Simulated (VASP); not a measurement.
CeO2:

```
Ce O
1.0
     0.00000    2.70365    2.70365
     2.70365    0.00000    2.70365
     2.70365    2.70365    0.00000
Ce O
1 2
Direct
  0.00000 0.00000 0.00000
  0.75000 0.75000 0.75000
  0.25000 0.25000 0.25000
```

Base run:

- Program: VASP 6.6.1
- Functional: PBE0
- Potentials or basis: VASP PAW PBE potentials, release 64 (Ce, O)
- Cutoff: 520 eV
- k mesh: 6 × 6 × 6
- Occupations: gaussian, width 0.02 eV
- Spin: collinear spin, ferromagnetic start
- Starting moments: [1.0, 0.0, 0.0] μB

Its results: band gap on the k mesh 4.46 eV, indirect (least direct gap 4.60 eV); pressure -1.3 GPa; net moment 0.00 μB per cell.

The run is repeated on the same cell with these changes: functional from PBE0 to HSE06. What comes out?

Band gap on the k mesh 3.71 eV, indirect (least direct gap 3.85 eV); pressure -1.5 GPa; net moment 0.00 μB per cell.

Caveats: the magnetic or orbital state may not be the lowest; the PAW data sets were made with another functional, which shifts forces and pressure a little; spin-orbit coupling is left out, which moves the levels of the heavy elements; the mesh misses the band edges, which the band path finds closer together.
